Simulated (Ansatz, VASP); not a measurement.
# One calculation of ZnS, two programs

```
CELL_PARAMETERS angstrom
0.00000 2.77491 2.77491
2.77491 0.00000 2.77491
2.77491 2.77491 0.00000
ATOMIC_POSITIONS crystal
Zn 0.00000 0.00000 0.00000
S 0.25000 0.25000 0.25000
```

Change from the starting cell: hydrostatic strain +3.0%.

Alike in both runs: task single point; functional PBE; k mesh 8 × 8 × 8; occupations fermi-dirac, width 0.02 eV; no spin polarisation.

|  | VASP | Ansatz |
| --- | --- | --- |
| version | VASP 6.6.1 | Ansatz 0.2.0 |
| potentials or method | VASP PAW PBE potentials, release 64 (Zn, S) | plane waves, PAW |
| plane-wave cutoff (eV) | 520 | 420 |
| valence electrons in the cell | 18 | 18 |

VASP gave:

```
gap on the k mesh at the Fermi level (eV) : 1.77
pressure (GPa)                            : -3.4
```

Question: Which values does Ansatz return?

Answer: gap on the k mesh at the Fermi level (eV): 1.77; pressure (GPa): -3.5.
